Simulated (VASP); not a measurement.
# P (R-3m) in VASP: a series of runs

One crystal, P, is run at these levels: PBEsol+D4; tasks: relaxation of cell and atoms, vibrations by finite differences.

All numbers are computed with VASP 6.6.1; they aren't measurements. Logs are shortened: lines on timing, memory, paths and dates and some standing lists are left out, and cuts for length are marked.

## 1. The structure

It takes space group R-3m (No. 166, trigonal). The conventional cell has a = 3.451 Å, b = 3.451 Å, c = 9.389 Å, α = 90.00°, β = 90.00°, γ = 120.00°. P (site symmetry 3m) has 3 P at 2.29 Å as nearest neighbours.

This isn't the form of P at room conditions, which is orthorhombic.

## 2. Relaxation of cell and atoms, PBEsol+D4, target pressure 7.4 GPa, at which the enthalpy is minimised

INCAR

```
ALGO = Normal
EDIFF = 1E-7
EDIFFG = -0.002
ENCUT = 520
GGA = PS
IBRION = 2
ISIF = 3
ISMEAR = 0
IVDW = 13
LASPH = True
LCHARG = False
LREAL = False
LWAVE = False
NELM = 60
NSW = 80
PREC = Accurate
PSTRESS = 74.0
SIGMA = 0.02
```

KPOINTS

```
k-points
0
Gamma
  12 12 12
```

POSCAR

```
P
1.0
    1.7257251800      0.9963479000      3.1296800100
   -1.7257251800      0.9963479000      3.1296800100
    0.0000000000     -1.9926957900      3.1296800100
P
2
Direct
    0.2270802500      0.2270802500      0.2270802500
    0.7729197500      0.7729197500      0.7729197500
```

Potentials or basis: VASP PAW PBE potentials, release 64 (P).

Command:

```console
> cat potpaw_PBE.64/P/POTCAR > POTCAR
> mpirun -np 1 vasp_std > vasp.out
```

OUTCAR:

```text
EDIFF = 1E-7
   EDIFFG = -0.002
   ENCUT = 520
   GGA = PS
   IBRION = 2
   ISIF = 3
   ISMEAR = 0
   IVDW = 13
   LASPH = True
   LREAL = False
   NELM = 60
   NSW = 80
   PREC = Accurate
   PSTRESS = 74.0

 ion  position               nearest neighbor table
   1  0.227  0.227  0.227-   2 2.29   2 2.29   2 2.29   2 2.82   2 2.82   2 2.82
   2  0.773  0.773  0.773-   1 2.29   1 2.29   1 2.29   1 2.82   1 2.82   1 2.82

  LATTYP: Found a trigonal (rhomboedric) cell.
 ALAT       =     3.7102201417
 COS(alpha) =     0.5673129373

  Lattice vectors:

 A1 = (   1.7257251800,   0.9963479000,   3.1296800100)
 A2 = (  -1.7257251800,   0.9963479000,   3.1296800100)
 A3 = (   0.0000000000,  -1.9926957900,   3.1296800100)

Analysis of symmetry for initial positions (statically):
=====================================================================
 Subroutine PRICEL returns:
 Original cell was already a primitive cell.

 Routine SETGRP: Setting up the symmetry group for a
 trigonal (rhombohedral) supercell.

 Subroutine GETGRP returns: Found 12 space group operations
 (whereof 12 operations were pure point group operations)
 out of a pool of 12 trial point group operations.

The static configuration has the point symmetry D_3d.

Analysis of symmetry for dynamics (positions and initial velocities):
=====================================================================
 Subroutine PRICEL returns:
 Original cell was already a primitive cell.

 Routine SETGRP: Setting up the symmetry group for a
 trigonal (rhombohedral) supercell.

 Subroutine GETGRP returns: Found 12 space group operations
 (whereof 12 operations were pure point group operations)
 out of a pool of 12 trial point group operations.

The dynamic configuration has the point symmetry D_3d.

 Subroutine INISYM returns: Found 12 space group operations
 (whereof 12 operations are pure point group operations),
 and found     1 'primitive' translations

----------------------------------------------------------------------------------------

                                     Primitive cell

  volume of cell :      32.2875

  direct lattice vectors                    reciprocal lattice vectors
     1.725725180  0.996347900  3.129680010     0.289733270  0.167277582  0.106507161
    -1.725725180  0.996347900  3.129680010    -0.289733270  0.167277582  0.106507161
     0.000000000 -1.992695790  3.129680010     0.000000000 -0.334555163  0.106507162

  length of vectors
     3.710220142  3.710220142  3.710220139     0.351099605  0.351099605  0.351099605

  position of ions in fractional coordinates (direct lattice)
     0.227080250  0.227080250  0.227080250
     0.772919750  0.772919750  0.772919750

  ion indices of the primitive-cell ions
   primitive index   ion index
                 1           1
                 2           2

----------------------------------------------------------------------------------------

 KPOINTS: k-points

Automatic generation of k-mesh.
 Grid dimensions read from file:
 generate k-points for:   12   12   12

 Generating k-lattice:

  Cartesian coordinates                     Fractional coordinates (reciprocal lattice)
     0.024144439  0.013939798  0.008875597     0.083333333  0.000000000  0.000000000
    -0.024144439  0.013939798  0.008875597     0.000000000  0.083333333  0.000000000
     0.000000000 -0.027879597  0.008875597     0.000000000  0.000000000  0.083333333

  Length of vectors
     0.029258300  0.029258300  0.029258300

  Shift w.r.t. Gamma in fractional coordinates (k-lattice)
     0.000000000  0.000000000  0.000000000

 Subroutine IBZKPT returns following result:
 ===========================================

 Found    189 irreducible k-points:

 Following reciprocal coordinates:
            Coordinates               Weight
  0.000000  0.000000  0.000000      1.000000
  0.083333 -0.000000  0.000000      6.000000
  0.166667  0.000000  0.000000      6.000000
  0.250000  0.000000  0.000000      6.000000
  0.333333  0.000000 -0.000000      6.000000
  0.416667 -0.000000  0.000000      6.000000
[... 16 lines left out ...]
  0.500000  0.166667  0.000000     12.000000
 -0.416667  0.166667 -0.000000     12.000000
 [... further k-points ...]
   k-points           NKPTS =    189   k-points in BZ     NKDIM =    189   number of bands    NBANDS=      9
   number of dos      NEDOS =    301   number of ions     NIONS =      2
   total plane-waves  NPLWV =  21952
   dimension x,y,z NGX =    28 NGY =   28 NGZ =   28
   dimension x,y,z NGXF=    56 NGYF=   56 NGZF=   56
   ions per type =               2
   NGX,Y,Z   is equivalent  to a cutoff of  12.55, 12.55, 12.55 a.u.
   NGXF,Y,Z  is equivalent  to a cutoff of  25.09, 25.09, 25.09 a.u.
 SYSTEM =  unknown system
   PREC   = accura    normal or accurate (medium, high low for compatibility)
   ISTART =      0    job   : 0-new  1-cont  2-samecut
   ICHARG =      2    charge: 1-file 2-atom 10-const
   ISPIN  =      1    spin polarized calculation?
   LNONCOLLINEAR =      F non collinear calculations
   LSORBIT =      F    spin-orbit coupling
   LASPH  =      T    aspherical Exc in radial PAW
   ENCUT  =  520.0 eV  38.22 Ry    6.18 a.u.   6.90  6.90  6.90*2*pi/ulx,y,z
   NELM   =     60;   NELMIN=  2; NELMDL= -5     # of ELM steps
   EDIFF  = 0.1E-06   stopping-criterion for ELM
   LREAL  =      F    real-space projection
   EDIFFG = -.2E-02   stopping-criterion for IOM
   NSW    =     80    number of steps for IOM
   IBRION =      2    ionic relax: 0-MD 1-quasi-New 2-CG
   NFREE  =      1    steps in history (QN), initial steepest desc. (CG)
   ISIF   =      3    stress and relaxation
   ISYM   =      2    0-nonsym 1-usesym 2-fastsym
   POTIM  = 0.5000    time-step for ionic-motion
   TEBEG  =    0.0;   TEEND  =   0.0 temperature during run
   PSTRESS=   74.0 pullay stress
   NELECT =      10.0000    total number of electrons
   NUPDOWN=      -1.0000    fix difference up-down
   EMIN   =  10.00;   EMAX   =-10.00  energy-range for DOS
   EFERMI =   0.00;   METHOD = LEGACY
   ISMEAR =     0;   SIGMA  =   0.02  broadening in eV -4-tet -1-fermi 0-gaus
   EFERMI_NEDOS =   21; number of points for ismear=-14 and -15
   IALGO  =     38    algorithm
   IMIX   =      4    mixing-type and parameters
     AMIX     =   0.40;   BMIX     =  1.00
     AMIX_MAG =   1.60;   BMIX_MAG =  1.00
  volume/ion in A,a.u.               =      16.14       108.94
  Fermi-wavevector in a.u.,A,eV,Ry     =   1.107636  2.093128 16.692396  1.226857
  Thomas-Fermi vector in A             =   2.244152
   LORBIT       =      0    0 simple, 1 ext, 2 COOP (PROOUT), +10 PAW based schemes
   GGA     = PS    functional components
   LHFCALC =     F    Hartree Fock is set to
   AEXX    =    0.0000 exact exchange contribution
   IVDW    =    13    specifies the selected vdW correction
   LEPSILON=     F    determine dielectric tensor
   LRPA    =     F    only Hartree local field effects (RPA)
 conjugate gradient relaxation of ions
 non-spin polarized calculation
 Gauss-broadening in eV      SIGMA  =   0.02
  energy-cutoff  :      520.00
  volume of cell :       32.29
 maximum number of plane-waves:       886
   NGX = 13   NGY = 13   NGZ = 13

--------------------------------------- Ionic step        1  -------------------------------------------

 number of electron      10.0000000 magnetization

 Free energy of the ion-electron system (eV)
  ---------------------------------------------------
  ext. energy  EPLUGINS =         0.00000000
  ---------------------------------------------------
  free energy    TOTEN  =       -11.55500919 eV

  energy without entropy =      -11.55495372  energy(sigma->0) =      -11.55498145

 E-fermi :   8.9290     XC(G=0): -10.8709

 val. band max:        8.9281926111   @ k =   0.4167   0.4167   0.4167
 cond. band min:       8.9479044651   @ k =  -0.0833   0.5000   0.0833
 fundamental gap:      0.0197118540
 Fermi energy:         8.9290382500

 k-point     1 :       0.0000    0.0000    0.0000
  band No.  band energies     occupation
      1      -7.6203      2.00000
      2       5.3320      2.00000
      3       5.7702      2.00000
      4       6.0303      2.00000
      5       6.0303      2.00000
      6      10.2107      0.00000
      7      11.5339      0.00000
      8      11.5339      0.00000
      9      14.6910      0.00000
[... 265 lines left out ...]
 k-point    24 :      -0.4167    0.1667   -0.0000
  band No.  band energies     occupation
      1      -3.8886      2.00000
      2      -2.7209      2.00000
      3       3.0217      2.00000
      4       5.1943      2.00000
      5       6.3939      2.00000
      6       9.6215      0.00000
      7      10.5779      0.00000
      8      12.4015      0.00000
      9      16.4627      0.00000

 [... further k-points ...]

------------------------ aborting loop because EDIFF is reached ----------------------------------------

  DFT-D4 for vdW energy calculation

  Edisp (eV):   -0.51563
[... 113 lines left out ...]
  energy  without entropy=      -12.0497709782  energy(sigma->0) =      -12.04982012

  enthalpy is  TOTEN    =       -10.7334004401 eV   P V=        1.3164688297

[... ionic steps 4 to 14 ...]

--------------------------------------- Ionic step       15  -------------------------------------------

 number of electron      10.0000000 magnetization

------------------------ aborting loop because EDIFF is reached ----------------------------------------
[... 79 lines left out ...]
--------------------------------------- Ionic step       17  -------------------------------------------

 number of electron      10.0000000 magnetization

 Free energy of the ion-electron system (eV)
  ---------------------------------------------------
  ext. energy  EPLUGINS =         0.00000000
  ---------------------------------------------------
  free energy    TOTEN  =       -11.48915118 eV

  energy without entropy =      -11.48902593  energy(sigma->0) =      -11.48908856

 E-fermi :  11.1018     XC(G=0): -11.7830

 val. band max:       11.0979376578   @ k =   0.3333   0.3333   0.3333
 cond. band min:      11.1048906501   @ k =   0.5000   0.0833   0.0000
 fundamental gap:      0.0069529922
 Fermi energy:        11.1018183519

 k-point     1 :       0.0000    0.0000    0.0000
  band No.  band energies     occupation
      1      -6.5405      2.00000
      2       8.6446      2.00000
      3       8.6446      2.00000
      4       8.8016      2.00000
      5      10.4982      2.00000
      6      14.9183      0.00000
      7      15.1359      0.00000
      8      15.1359      0.00000
      9      16.6596      0.00000
[... 265 lines left out ...]
 k-point    24 :      -0.4167    0.1667   -0.0000
  band No.  band energies     occupation
      1      -2.0882      2.00000
      2      -1.1142      2.00000
      3       5.4891      2.00000
      4       7.6935      2.00000
      5       9.1659      2.00000
      6      11.9343      0.00000
      7      14.6824      0.00000
      8      16.2585      0.00000
      9      19.9131      0.00000

 [... further k-points ...]

------------------------ aborting loop because EDIFF is reached ----------------------------------------

  DFT-D4 for vdW energy calculation

  Edisp (eV):   -0.61882
[... 29 lines left out ...]
  energy  without entropy=      -12.1078506132  energy(sigma->0) =      -12.10791324

  enthalpy is  TOTEN    =       -10.8835318763 eV   P V=        1.2244439899

 reached required accuracy - stopping structural energy minimisation
```

It took 3.5 min on 1 thread of Intel Xeon 6975P-C (Granite Rapids), shared host; peak memory 0.19 GiB.

What came out:

```yaml
Free_energy: -12.1080 eV
Relaxed_volume: 13.26 Å³/atom
Relaxed_cell: a = 3.344 Å, b = 3.344 Å, c = 3.344 Å, α = 60.12°, β = 60.12°, γ = 60.12°
Space_group_after_relaxing_to_0.05_Å: R-3m (No. 166)
Energy_change_on_relaxing_the_enthalpy_is_what_falls: -18.7 meV/atom
Ionic_steps: 17
Pressure_after_relaxing: 7.4 GPa
Band_gap_on_the_k_mesh: none (metal or under the smearing width)
Dispersion_energy_per_atom: -0.309 eV
```

Step by step:
```tsv
step	energy change (eV)	largest force (eV/Å)	pressure (GPa)	volume (Å³)
1	0.0000	0.2954	-4.21	32.29
2	0.1115	1.2602	15.25	27.12
3	0.0208	0.9474	8.17	28.50
4	-0.0157	0.4221	8.72	27.58
5	-0.0144	0.2889	9.26	26.58
6	0.1319	0.0302	20.85	24.58
7	0.0026	0.1347	11.70	25.93
8	-0.0642	0.1451	1.85	27.52
9	-0.0409	0.0030	6.86	26.61
10	-0.0403	0.0009	6.95	26.60
11	-0.0381	0.0060	7.32	26.53
12	-0.0383	0.0064	7.30	26.53
13	-0.0367	0.0074	7.52	26.50
14	-0.0373	0.0070	7.44	26.51
15	-0.0374	0.0070	7.43	26.51
16	-0.0374	0.0039	7.41	26.51
17	-0.0373	0.0002	7.40	26.51
```

Final structure:
```xyz
2
Lattice="1.6750 0.9670 2.7278 -1.6750 0.9670 2.7278 0.0000 -1.9341 2.7278" Properties=species:S:1:pos:R:3 pbc="T T T"
P     0.0000    0.0000    1.9931
P     0.0000    0.0000    6.1904
```

Caveat: the cell is relaxed towards a set pressure, so the enthalpy falls and the energy may rise; the volume moved by over 15 % at a fixed basis, so the end points are rough; the PAW data sets were made with another functional, which shifts forces and pressure a little; pairwise dispersion overbinds metals, which lowers pressure and volume.

(Continued in part 2 of 2.)
